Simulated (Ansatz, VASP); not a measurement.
# Two plane-wave programs on GaN

```
CELL_PARAMETERS angstrom
3.18315 0.00000 0.00000
-1.59157 2.75669 0.00000
0.00000 0.00000 5.18363
ATOMIC_POSITIONS crystal
Ga 0.33333 0.66667 0.99911
Ga 0.66667 0.33333 0.49911
N 0.33333 0.66667 0.37589
N 0.66667 0.33333 0.87589
```

Alike in both runs: task single point; functional LDA; k mesh 12 × 12 × 4; no spin polarisation.

|  | VASP | Ansatz |
| --- | --- | --- |
| version | VASP 6.6.1 | Ansatz 0.2.0 |
| potentials or method | VASP PAW LDA potentials, release 64 (Ga_d, N) | plane waves, PAW |
| plane-wave cutoff (eV) | 520 | 420 |
| occupations | gaussian, width 0.01 eV | fixed |
| valence electrons in the cell | 36 | 36 |

|  | VASP | Ansatz | Ansatz less VASP |
| --- | --- | --- | --- |
| gap on the k mesh at the Fermi level (eV) | 1.96 | 1.94 | -0.016 |
